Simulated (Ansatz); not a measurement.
# AgCl: stress in a strained cell

AgCl is deformed so: equal xx and yy strain of +1 %. What stress and forces result, by LAPW, PAW and all-electron datasets made for the crystal?

Method: DFT PBE, scalar-relativistic, in Ansatz 0.2.0.

## 1. The system as given

Symmetry: Pm-3m, No. 221, cubic system. Conventional cell: a = 3.434 Å, b = 3.434 Å, c = 3.434 Å, α = 90.00°, β = 90.00°, γ = 90.00°. Around Ag (site symmetry m-3m) lie 8 Cl at 2.97 Å. Cl (site symmetry m-3m) is surrounded by 8 Ag at 2.97 Å.

As a file:

```xyz
2
Lattice="3.4340 0.0000 0.0000 0.0000 3.4340 0.0000 0.0000 0.0000 3.4340" Properties=species:S:1:pos:R:3 pbc="T T T"
Ag    0.0000    0.0000    0.0000
Cl    1.7170    1.7170    1.7170
```

Atoms are numbered in the order of the input: Ag1, Cl2.

## 2. The deformed structure

Space group Pm-3m before, P4/mmm after.

## 3. All-electron LAPW

Contents of input.yaml:

```yaml
crystal:
  lattice:
    - [3.46831273, 0.0, 0.0]
    - [0.0, 3.46831273, 0.0]
    - [0.0, 0.0, 3.433973]
  atoms:
    - { symbol: Ag, position: [0.0, 0.0, 0.0] }
    - { symbol: Cl, position: [0.5, 0.5, 0.5] }
kpoints:
  mp_grid: { grid: [9, 9, 9] }
  band_path:
    path:
      - [0.0, 0.0, 0.0]
      - [0.0, 0.5, 0.0]
      - [0.5, 0.5, 0.0]
      - [0.0, 0.0, 0.0]
      - [0.0, 0.0, 0.5]
      - [0.0, 0.5, 0.5]
      - [0.5, 0.5, 0.5]
      - [0.0, 0.0, 0.5]
      - [0.0, 0.5, 0.0]
    npoints: 5
scf:
  occupations: { method: fermi_dirac, width: 0.01 }
hamiltonian:
  xc: pbe
  pseudopotentials: { kind: all_electron, lapw: { basis_error: 0.001 } }
output:
  forces: true
  stress: true
  eigenvalues: true
```

Run with:

```bash
$ ansatz run input.yaml --threads 1 --pin off --max-ram 3072MiB --backend cpu --events-out ev --progress --plain --runs-dir out
```

## 4. Frozen-core PAW

Contents of input.yaml:

```yaml
crystal:
  lattice:
    - [3.46831273, 0.0, 0.0]
    - [0.0, 3.46831273, 0.0]
    - [0.0, 0.0, 3.433973]
  atoms:
    - { symbol: Ag, position: [0.0, 0.0, 0.0] }
    - { symbol: Cl, position: [0.5, 0.5, 0.5] }
kpoints:
  mp_grid: { grid: [9, 9, 9] }
scf:
  occupations: { method: fermi_dirac, width: 0.01 }
hamiltonian:
  xc: pbe
  pseudopotentials: { kind: paw }
output:
  forces: true
  stress: true
  eigenvalues: true
  efg: { contact_densities: true }
  write_density: true
  write_potential: true
  elf: true
  volumetric_format: npy
```

## 5. Datasets made for this crystal

input.yaml: that of step 4 with these lines changed.

```diff
@@ -14,3 +14,3 @@
   xc: pbe
-  pseudopotentials: { kind: paw }
+  pseudopotentials: { kind: all_electron, datasets: crystal }
 output:
@@ -20,5 +20 @@
   efg: { contact_densities: true }
-  write_density: true
-  write_potential: true
-  elf: true
-  volumetric_format: npy
```

(Steps that only read results are left out.)

What does the calculation give? Wanted: pressure; largest shear or deviatoric stress.

The runs gave:

| quantity | value |
| --- | --- |
| pressure | LAPW -1.00, PAW -1.00, crystal datasets -1.00 GPa |
| largest shear or deviatoric stress (LAPW) | 0.31 GPa |

**Reading.** The largest part of the stress beyond the pressure is 0.31 GPa in size, in the zz component; the atoms are carried along and not relaxed. No run of the undeformed cell stands beside it, so the pressure holds what the given cell had before the change. PAW: stress within 0.01 GPa of LAPW. Crystal datasets: stress within 0.01 GPa of LAPW.
